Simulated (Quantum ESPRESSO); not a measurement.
Crystal: Ni.

```
CELL_PARAMETERS angstrom
-1.38372 1.38372 1.38372
1.38372 -1.38372 1.38372
1.38372 1.38372 -1.38372
ATOMIC_POSITIONS crystal
Ni 0.00000 0.00000 0.00000
```

This isn't the form of Ni at room conditions, which is fcc.

Base run:

- Program: Quantum ESPRESSO 7.5
- Functional: PBEsol
- Potentials or basis: GBRV 1.5 PBEsol
- Cutoff: 612 eV
- Density cutoff: 4898 eV
- k mesh: 13 × 13 × 13
- Occupations: fermi-dirac, width 0.05 eV
- Spin: collinear spin, ferromagnetic start
- Starting moments: [1.0] μB
- Hubbard terms: Ni d U = 2 eV

Its results: band gap on the k mesh none (metal or under the smearing width); pressure -4.1 GPa; net moment 0.61 μB per cell; site moments Ni +0.65 μB.

Q: The run is repeated on the same cell with these changes: hubbard terms from Ni d U = 2 eV to none. What comes out?

A: Band gap on the k mesh none (metal or under the smearing width); pressure -2.5 GPa; net moment 0.62 μB per cell; site moments Ni +0.65 μB.

Caveats: the U is typed as a test and isn't derived for this compound (some runs).
